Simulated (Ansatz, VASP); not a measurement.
AlNi3: VASP beside Ansatz

File INCAR:

```
  PREC = Accurate
  ENCUT = 520
  EDIFF = 1E-6
  ISMEAR = -1
  SIGMA = 0.05
  LREAL = F
  LASPH = T
  NELM = 150
  ALGO = Fast
  ISIF = 2
  LWAVE = F
  LCHARG = F
  ISPIN = 2
  MAGMOM = 1 1 1 0
  LORBIT = 11
  LMAXMIX = 4
  NBANDS = 28
```

File KPOINTS:

```
regular mesh
0
Gamma
  8 8 8
```

File POSCAR:

```
AlNi3
1.0
    0.0000000000      2.7640207515      2.7640207515
    2.7640207515      0.0000000000      2.7640207515
    2.7640207515      2.7640207515      0.0000000000
Ni Al
3 1
Direct
    0.7500000000      0.7500000000      0.7500000000
    0.0000000000      0.0000000000      0.0000000000
    0.2500000000      0.2500000000      0.2500000000
    0.5000000000      0.5000000000      0.5000000000
```

Contents of input.yaml:

```yaml
crystal:
  lattice:
    - [0.0, 2.7640207515, 2.7640207515]
    - [2.7640207515, 0.0, 2.7640207515]
    - [2.7640207515, 2.7640207515, 0.0]
  atoms:
    - { symbol: Ni, position: [0.75, 0.75, 0.75], spin: 1.0 }
    - { symbol: Ni, position: [0.0, 0.0, 0.0], spin: 1.0 }
    - { symbol: Ni, position: [0.25, 0.25, 0.25], spin: 1.0 }
    - { symbol: Al, position: [0.5, 0.5, 0.5] }
kpoints:
  mp_grid: { grid: [8, 8, 8] }
scf:
  occupations: { method: fermi_dirac, width: 0.05 }
hamiltonian:
  xc: lda
  pseudopotentials: { kind: all_electron, lapw: { basis_error: 0.002 } }
magnetization:
  spin_polarized: true
output:
  forces: true
  stress: true
  eigenvalues: true
```

Change from the starting cell: volume scaled by 0.96.

Alike in both runs: task single point; functional LDA; k mesh 8 × 8 × 8; occupations fermi-dirac, width 0.05 eV; collinear spin.

```csv
,VASP,Ansatz
version,VASP 6.6.1,Ansatz 0.2.0
potentials or method,"VASP PAW LDA potentials, release 64 (Ni, Al)","all-electron LAPW, scalar-relativistic"
plane-wave cutoff (eV),520,see its input
```

Ansatz gave:

```
gap on the k mesh at the Fermi level (eV) : none
pressure (GPa)                            : 0.8
net moment per atom (μB)                  : 0.00
```

**Question.** Which values does VASP return?

**Answer.** gap on the k mesh at the Fermi level (eV): none; pressure (GPa): 1.2; net moment per atom (μB): 0.00.

A gap of «none» marks a metal or a gap that the smearing closes. Ansatz ran all-electron here, so the differences hold the error of VASP's frozen core and of both bases.

Caveats: the starting moments weren't kept (Ansatz).
